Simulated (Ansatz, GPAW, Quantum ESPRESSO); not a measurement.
# SiC: valence-band photoemission

Aim: the valence spectrum of SiC from He I to hard X-rays, and which orbitals make each feature.

Program: Ansatz 0.2.0, Quantum ESPRESSO 7.5 and GPAW 26.7.0. Level of theory: DFT, PBEsol, plane-wave PAW, default files, scalar-relativistic, in the first sound run; inputs show where later runs differ. Results are calculated unless marked as measured.

**1. The structure**

It takes space group F-43m (No. 216, cubic). The conventional cell has a = 4.358 Å, b = 4.358 Å, c = 4.358 Å, α = 90.00°, β = 90.00°, γ = 90.00°. Nearest to Si lie 4 C at 1.89 Å. Nearest to C lie 4 Si at 1.89 Å. Farther neighbours are not listed.

**2. The base run**

The base run gives the projected DOS, from which the spectra are built. The DOS is taken on a denser mesh than the density.

Input file input.yaml:

```yaml
crystal:
  lattice:
    - [0.0, 2.179, 2.179]
    - [2.179, 0.0, 2.179]
    - [2.179, 2.179, 0.0]
  atoms:
    - { symbol: Si, position: [0.0, 0.0, 0.0] }
    - { symbol: C, position: [0.75, 0.75, 0.75] }
kpoints:
  mp_grid: { grid: [16, 16, 16] }
  band_path:
    path:
      - [[0.0, 0.0, 0.0], [-0.5, -0.5, 0.0], [-0.375, -0.375, 0.25]]
      - [[-0.375, 0.0, 0.375], [0.0, 0.0, 0.0], [0.0, 0.0, 0.5], [-0.5, -0.25, 0.25], [-0.5, -0.5, 0.0]]
    npoints: 15
scf:
  occupations: { method: fermi_dirac, width: 0.05 }
  n_extra_bands: 8
hamiltonian:
  xc: pbesol
  pseudopotentials: { kind: paw }
output:
  forces: true
  stress: true
  dos:
    projected: true
    de: 0.05
    e_range: [-28, 12]
    nscf_kmesh: { grid: [26, 26, 26] }
  fatbands: true
```

Run with:

```console
ansatz run input.yaml --threads 2 --pin off --max-ram 6144MiB --backend cpu --events-out ev --progress --plain --runs-dir out
```

Numbers of over 12 decimals in the logs are rounded to 6 here.

The program printed:

```text
scf.n_extra_bands = 8 over 4 filled bands (N_el = 8.0): the run solves 12 bands
Engine: ansatz 0.2.0, aarch64-unknown-linux-gnu
Pseudopotentials: kind: paw
Pseudopotential: Si, paw, valence charge 4, recommended cutoff 420 eV (normal), Si.paw.azcp
Pseudopotential: C, paw, valence charge 4, recommended cutoff 420 eV (normal), C.paw.azcp
Functional definition: PBEsol
  exchange = pbesol_x
  correlation = pbesol_c
Crystal: 2 atoms, lattice volume = 20.692 Å³
Basis set: ecut = 420 eV, 411 PW (Γ), exchange–correlation on 48×48×48 points (8 copies of the dense FFT grid, shifted against one another)
Bands: 12, of which v1, the nominal top of the filled ones, is band 4 counted from 1 (3 counted from 0)
Symmetry: 24 space group operations
Space group: F-43m (ITA 216), of the structure as read, at distance tolerance 2.7e-5 Å
k-points: 145 of 4096 (time reversal used)
Non-local potential: Si, projectors of the file, l = 0: 2, l = 1: 2, l = 2: 2
Non-local potential: C, projectors of the file, l = 0: 2, l = 1: 2, l = 2: 1
PAW form: soft (Blöchl's): semilocal exchange-correlation on the pseudo side does not see the compensation charge
PAW frozen core: Si, regenerated for the run's functional, and the local potential with it (the file was generated under x = pbe(κ = 0.804, μ = 0.219515), c = pbe(β = 0.066725))
PAW frozen core: C, regenerated for the run's functional, and the local potential with it (the file was generated under x = pbe(κ = 0.804, μ = 0.219515), c = pbe(β = 0.066725))
PAW one-centre angular grid: Si, 110 points (default); XC on 64 Gauss nodes
PAW one-centre angular grid: C, 110 points (default); XC on 64 Gauss nodes
Initial density: superposition of atomic densities (neutral atoms: chi_scale 0, normalization atom), corrected by the library's trained network
Initial wavefunctions: pseudopotential atomic-orbital guess
Functional: x = pbesol(κ = 0.804, μ = 0.123457), c = pbesol(β = 0.046)
SCF iter   1: F=—  HF=-868.711142 eV  |F-HF|=—  |Δ(HF+E_count)|=         —  Δρ=8.26e-3  dr2=1.71e-2  ethr=1.77e-3  ⟨swp⟩=5.7  Hψ=11702  notcnv=0  defer=89
preconditioner: auto → none  [insulator: Δε(μ)=1.138 eV  Ē_g=18.671 eV  σ=0.050 eV  W_gap=1.00  n_scr=0 (ndim 8)  ℏωp=23.1 eV  f_vac=0.000  D(μ)=0.00/eV (n_scr^D=0)  ε∞_Penn≈2.5]
SCF iter   2: F=—  HF=-868.706472 eV  |F-HF|=—  |Δ(HF+E_count)|=   4.67e-3  Δρ=2.44e-3  dr2=1.02e-3  ethr=2.13e-4  ⟨swp⟩=2.0  Hψ=3671  notcnv=0  defer=342
SCF iter   3: F=—  HF=-868.706184 eV  |F-HF|=—  |Δ(HF+E_count)|=   2.87e-4  Δρ=7.45e-4  dr2=7.36e-5  ethr=1.28e-5  ⟨swp⟩=2.4  Hψ=1908  notcnv=0  defer=342
SCF iter   4: F=—  HF=-868.706185 eV  |F-HF|=—  |Δ(HF+E_count)|=   5.84e-7  Δρ=9.90e-5  dr2=9.34e-7  ethr=9.20e-7  ⟨swp⟩=2.0  Hψ=1954  notcnv=0  defer=342
iter 5 did not close the SCF: its close was put off for the readings that it lacked (scf_convergence_deferred on its scf_iter line)
SCF iter   5: F=-868.706186 eV  HF=-868.706186 eV  |F-HF|=1.10e-8  |Δ(HF+E_count)|=   6.23e-7  Δρ=9.16e-6  dr2=1.80e-8  ethr=1.17e-8  ⟨swp⟩=2.1  Hψ=1925  notcnv=0  defer=342
SCF iter   6: F=-868.706186 eV  HF=-868.706186 eV  |F-HF|=1.46e-10  |Δ(HF+E_count)|=   5.16e-9  Δρ=2.04e-6  dr2=6.36e-10  ethr=2.25e-10  ⟨swp⟩=6.3  Hψ=7467  notcnv=0
SCF 1 converged in 6 iterations: F = -868.706186 eV  dr2 = 6.36e-10
  greatest PAW one-centre occupation: 0.643 electrons in one spin orbital (limit 2), on the C atom at site 1 (counted from 0), in its partial waves of l = 0
NSCF: frozen V_eff on 92 k-points
NSCF: frozen V_eff on 511 k-points
SCF converged after 6 iterations
Free energy (F): -868.706186 eV
Harris-Foulkes:  -868.706186 eV  (|F-HF|=1.46e-10)
Internal energy: -868.706186 eV  (E = F + TS)
E sigma→0 (E₀):  -868.706186 eV
Entropy (-TS):   -0.000000 eV (-0.000 meV/atom)
Fermi energy:    10.086154 eV
--- Per-component energies (eV) ---
  E_band       = 28.070531
  E_kinetic    = 135.249002
  E_local      = -103.789108  (includes V_loc(G=0)·N_el)
  E_nonlocal   = 51.980080
  E_hartree    = 31.534189
  E_xc         = -104.608589
  E_vxc        = -109.133481  (∫ρ·V_xc dr)
  E_paw        = -594.340651  (= ΣΔE_a)
  E_vpaw       = -9.304198  (= ΣTr[D̂ρ^β])
  E_aug_tail   = 0.000011  (compensation charges beyond the density's cutoff)
  E_ewald      = -284.783780
  E_core_change = 0.052661  (= ΣΔE_core)
  E_smearing   = -0.000000  (= −TS)
  E_closure    = 0.000000  (closes the sum)
  Σ components = -868.706186   (vs F -868.706186, Δ=0.00e0)
--- Forces (eV/Å), atoms counted from 1 ---
  atom   1  Si    -0.00000000     0.00000000    -0.00000000
  atom   2  C      0.00000000    -0.00000000     0.00000000
  max |Σ_I F_I| component: 1.48e-16 eV/Å
--- Stress (GPa, compression-positive) ---
       -0.181263       0.000000      -0.000000
        0.000000      -0.181263       0.000000
       -0.000000       0.000000      -0.181263
  P = ⅓ Tr σ = -0.1813 GPa (-1.813 kbar)
--- Band table (eV; the first three rows and the last of 145) ---
  k-point 0: bands = [-6.0030, 9.4181, 9.4181, 9.4181, 15.5855, 16.6610, 16.6610, 16.6610, ... 4 higher]
  k-point 1: bands = [-5.9262, 8.9896, 9.3631, 9.3631, 15.7586, 16.7214, 16.7642, 16.7642, ... 4 higher]
  k-point 2: bands = [-5.6970, 7.9257, 9.2157, 9.2157, 15.8195, 17.0133, 17.0133, 17.1865, ... 4 higher]
  k-point 144: bands = [-0.6965, 2.3768, 4.3699, 4.6750, 14.5382, 18.7818, 18.8302, 19.0455, ... 4 higher]
```

Wall time 7.9 s (2 threads of Arm Neoverse V1, shared host); peak memory 0.32 GiB.

The column dr2 measures how far the density is from self-consistency, as an energy; F and HF (Harris–Foulkes) agree once it is small.

Numbers from this step:

- free energy: -868.7062 eV
- Fermi energy: 10.09 eV
- symmetry operations: 24
- pressure: -0.1813 GPa
- gap on the k-mesh: 1.244 eV
- zero of energy: valence-band maximum
- share of occupied states in no projected shell: 0.009 of the occupied states in the window
- gap on the path: 1.244 eV
- least direct gap on the path: 4.453 eV
- valence top on path: 0 eV

The electronic bands at the labelled points (eV, zero at the valence-band maximum; v1 is the highest filled band, c1 the lowest empty one):

```tsv
point	v4	v3	v2	v1	c1	c2
Γ	-15.42	0.00	0.00	0.00	6.17	7.24
0.53 of the way	-13.60	-3.68	-2.10	-2.10	3.65	5.97
X	-10.35	-7.83	-3.21	-3.21	1.24	4.20
0.53 of the way	-10.30	-7.65	-4.38	-3.03	2.06	5.33
U	-10.35	-7.30	-5.61	-2.61	3.00	7.67
jump to K	-10.35	-7.30	-5.61	-2.61	3.00	7.67
0.47 of the way	-13.40	-4.82	-3.25	-0.65	6.48	7.92
Γ	-15.42	0.00	0.00	0.00	6.17	7.24
0.53 of the way	-14.06	-4.70	-0.66	-0.66	5.85	7.80
L	-11.82	-8.60	-1.06	-1.06	5.37	7.14
0.53 of the way	-11.08	-7.79	-3.96	-2.45	5.11	7.30
W	-10.12	-7.04	-5.05	-4.74	5.12	9.36
0.47 of the way	-10.23	-7.48	-4.20	-4.16	3.15	6.11
X	-10.35	-7.83	-3.21	-3.21	1.24	4.20
```

Of the projections kept (Si s, Si p, C s, C p, not projected), the largest for each band there; the rest of the weight can lie on other orbitals:

```tsv
point	v4	v3	v2	v1	c1	c2
Γ	Si s 0.57	C p 0.91	C p 0.91	C p 0.91	C s 0.51	Si p 0.94
X	C s 0.58	C p 0.60	C p 0.63	C p 0.63	Si p 0.52	not projected 0.39
U	C s 0.59	C p 0.53	C p 0.54	C p 0.66	Si p 0.41	not projected 0.45
K	C s 0.59	C p 0.53	C p 0.54	C p 0.66	Si p 0.41	not projected 0.45
Γ	Si s 0.57	C p 0.91	C p 0.91	C p 0.91	C s 0.51	Si p 0.94
L	C s 0.51	C p 0.49	C p 0.79	C p 0.79	C s 0.40	Si p 0.64
```

The electronic bands as a text plot (rows in eV, shown from -8.0 to 4.2 only):

```
    3.9 |            +     +
    3.4 |      +          +
    2.9 |       +        +                                   +
    2.4 |        +      +                                     +
    1.9 |         +    +                                       +
    1.4 |          ++++                                         +
    0.9 |
    0.4 |
   -0.1 |**                      **********
   -0.6 |  **                   *   **  *  ****
   -1.1 |   **                **   **    *     *****
   -1.6 |    **             **    *                ***
   -2.2 |      **         **     * *      *         *
   -2.7 |        **      *        *                   **
   -3.2 |     *    ******       *          *         *          *
   -3.7 |      *               * *          *           *     **
   -4.2 |       *      *      *                       ** *   *
   -4.7 |               *    *  *                         ***
   -5.2 |        *          *  *                        ****
   -5.7 |         *      ***  *              *
   -6.2 |                    *                *
   -6.7 |                   *
   -7.2 |          *     ***                            ******
   -7.7 |           *****                      *      **      ***
         Γ           X  U|K            Γ         L        W     X
```

The DOS has structure finer than the step of the table below, so its rows give means over 1 eV, whole bins alone (the curve runs from -16.9 to 12.6 eV). Peaks (eV: height): total -7.1: 1.29, 5.0: 1.19, 7.6: 1.95, 11.0: 1.15; C 2p -7.2: 0.638, -1.2: 0.781, 5.0: 0.336, 7.6: 0.274; Si 3p -10.4: 0.255, -3.2: 0.348, 5.0: 0.436, 7.5: 0.784; C 2s -10.4: 0.397, -7.0: 0.0751, 5.6: 0.172, 7.5: 0.231; Si 3s -7.1: 0.402, 5.6: 0.194, 7.6: 0.302, 11.0: 0.147.

Table of DOS by E, zero at the valence-band maximum; means over each step; values in states/eV/cell:

```tsv
E (eV)	total	C 2p	Si 3p	C 2s	Si 3s
-16	0	0	0	0	0
-15	0.111	0.00458	0.0176	0.0408	0.0474
-14	0.237	0.0172	0.0604	0.0827	0.0755
-13	0.341	0.0288	0.0973	0.126	0.0875
-12	0.533	0.0382	0.152	0.230	0.111
-11	0.587	0.0289	0.188	0.295	0.0724
-10	0.190	0.00274	0.0700	0.110	0.00602
-9	0.00457	0.00222	0.00142	7.6e-5	8.4e-4
-8	0.316	0.154	0.0801	0.0121	0.0683
-7	0.836	0.409	0.136	0.0631	0.225
-6	0.365	0.176	0.0775	0.0550	0.0528
-5	0.655	0.357	0.198	0.0459	0.0490
-4	0.760	0.437	0.229	0.0386	0.0486
-3	1.06	0.665	0.318	0.0286	0.0370
-2	1.04	0.722	0.265	0.0174	0.0210
-1	0.805	0.627	0.147	0.00738	0.00724
0	0.158	0.137	0.0153	7.3e-4	4.9e-4
1	0.00592	1.1e-4	0.00304	0.00186	1.5e-5
2	0.0974	0.00730	0.0469	0.0257	0.00163
3	0.230	0.0312	0.103	0.0444	0.00879
4	0.414	0.0776	0.176	0.0506	0.0233
5	0.796	0.183	0.296	0.0509	0.0755
6	0.680	0.0996	0.219	0.0906	0.129
7	0.910	0.126	0.301	0.0999	0.160
8	1.29	0.192	0.549	0.109	0.145
9	1.03	0.195	0.421	0.0630	0.108
10	1.01	0.227	0.349	0.0554	0.129
11	0.918	0.184	0.279	0.0383	0.0884
12	0.728	0.108	0.181	0.0181	0.0407
```

This run's widths, added to any smearing of the DOS itself: Gaussian 0.3 eV, Lorentzian 0.1 eV plus 0.05 an eV of depth. Table of intensity by binding energy, zero at the valence-band maximum; values in % of the maximum within 13 eV:

```tsv
binding energy (eV)	21.2 eV	60 eV	1486.7 eV	5414.7 eV	9251.7 eV
-1	1.66	1.86	0.845	0.633	0.596
0	17.1	16.3	2.26	1.26	1.12
1	86.9	84.7	13.9	7.02	6.03
2	96.7	99.7	26.1	15.4	13.8
3	90.5	98.5	36.3	23.9	22.0
4	60.7	70.6	38.2	28.9	27.4
5	50.1	61.0	39.2	30.7	29.2
6	29.4	40.2	39.9	34.8	33.7
7	52.8	70.7	93.1	91.9	91.6
8	22.5	30.4	36.4	34.9	34.6
9	4.29	8.76	11.6	9.70	9.26
10	5.47	23.0	33.1	22.9	20.6
11	9.41	55.0	86.7	63.8	58.4
12	-	48.9	85.8	68.8	64.7
13	-	32.5	61.5	51.7	49.4
14	-	22.0	45.5	39.9	38.5
15	-	11.6	26.4	23.9	23.2
16	-	3.32	6.94	6.16	5.96
```

Maxima picked by a test of local sharpness, so broad peaks and shoulders can be missing; peaks within 0.45 eV of a curve's cut are left out. Valence peaks, by row:

```tsv
photon energy (eV)	binding energy (eV)	height (% of the maximum within 13 eV)	main shell	its share (%)
21.2	10.67	10.98	C 2s	67.17
21.2	7.172	56.17	C 2p	92.17
21.2	1.372	100	C 2p	98.28
60	11.32	55.8	C 2s	70.85
60	7.172	74.37	C 2p	61.71
60	2.672	100	C 2p	80.21
1487	11.52	93.26	C 2s	56.2
1487	7.172	100	Si 3s	80.86
5415	11.62	72.78	Si 3s	54.47
5415	7.172	100	Si 3s	90.85
5415	4.872	30.77	Si 3s	72.44
9252	11.67	67.99	Si 3s	60.13
9252	7.172	100	Si 3s	92.75
9252	4.872	29.26	Si 3s	77.79
```

The intensity has structure finer than the step of the table below, so its rows give means over 1 eV, whole bins alone (the curve runs from -16.9 to 1.40 eV). Peaks (eV: height): Si K-beta -11.1: 51.5, -2.9: 100.0; Si L2,3 -11.8: 41.2, -7.2: 99.7; C K -7.2: 53.8, -1.3: 100.0.

Shapes are the site's partial DOS without matrix elements, which overweights lines from ligand s bands. The intensity by emission energy less the core level's binding energy, zero at the valence-band maximum; means over each step; values in % of the unpolarised maximum:

```tsv
emission energy less the core level's binding energy (eV)	Si K-beta	Si L2,3	C K
-16	4.05	4.45	0.421
-15	9.96	17.3	1.08
-14	20.4	28.1	2.40
-13	31.9	33.9	3.77
-12	44.7	39.6	4.76
-11	50.3	28.4	4.06
-10	28.8	8.35	2.25
-9	14.6	6.32	4.22
-8	28.7	33.5	22.5
-7	40.4	75.4	45.0
-6	38.6	26.7	28.7
-5	61.8	21.5	45.9
-4	77.9	20.7	59.0
-3	97.1	16.1	86.0
-2	85.8	9.58	95.6
-1	51.5	3.76	83.2
0	13.9	0.706	21.8
```

Window up to 12.6 eV. Shell moments, by row:

```tsv
element	shell	occupied states an atom	centre of occupied part (eV)	rms width of occupied part (eV)	centre up to the window's top (eV)	rms width up to the window's top (eV)
Si	3s	0.9095	-8.962	3.7	-0.4308	9.022
Si	3p	2.054	-6.136	4.074	2.138	7.625
C	2s	1.153	-10.32	3.183	-4.079	8.822
C	2p	3.807	-3.76	2.651	-0.451	5.966
```

The spectra weight each projected shell by its atomic cross section (Dirac–Hartree–Slater) and angular factor, for linear light with the analyser at 10° from the polarisation. Broadening, on top of any smearing of the DOS itself: a Gaussian of 0.3 eV and a Lorentzian of 0.1 eV plus 0.05 times the binding energy (full widths), Fermi edge at 300 K. Curves are cut 10 eV under the photon energy, above any shell that the free atom's threshold puts out of reach, or at the lower edge of the window: 11.2 eV at 21.2 eV, 16.9 eV at 60 eV, 16.9 eV at 1486.7 eV, 16.9 eV at 5414.7 eV and 16.9 eV at 9251.7 eV. Dipole terms alone, which is rough above 3 keV; no background, satellites or final-state effects.

Share of each shell in the spectrum's area (%), by photon energy:

```tsv
shell	21.2 eV	60 eV	1486.7 eV	5414.7 eV	9251.7 eV
Si 3s	0.8	7.3	49.3	68.2	73.1
Si 3p	1.7	11.5	12.3	3.8	2.2
C 2s	4.0	23.8	36.6	27.7	24.5
C 2p	93.4	57.4	1.7	0.3	0.1
```

At this level the gap is 1.24 eV on the path.

(Part 1 of 8 ends here.)

[Logs are printed without paths, hosts, clocks, repeated set-up lines and the standing remarks that a program may print on its own settings, such as how far it seeks lower states.]

[Hosts, paths, dates, database ids (printed as entryN), source tags and the programs' standing remarks are cut or masked in the printed files.]

[Maps of the electrostatic potential energy from Ansatz leave out the sawtooth potential of an applied field or a dipole correction, so their vacuum need not be flat; work functions include it.]

[Peak lists hold at most the 14 tallest peaks of each spectrum; further lines can be left out.]
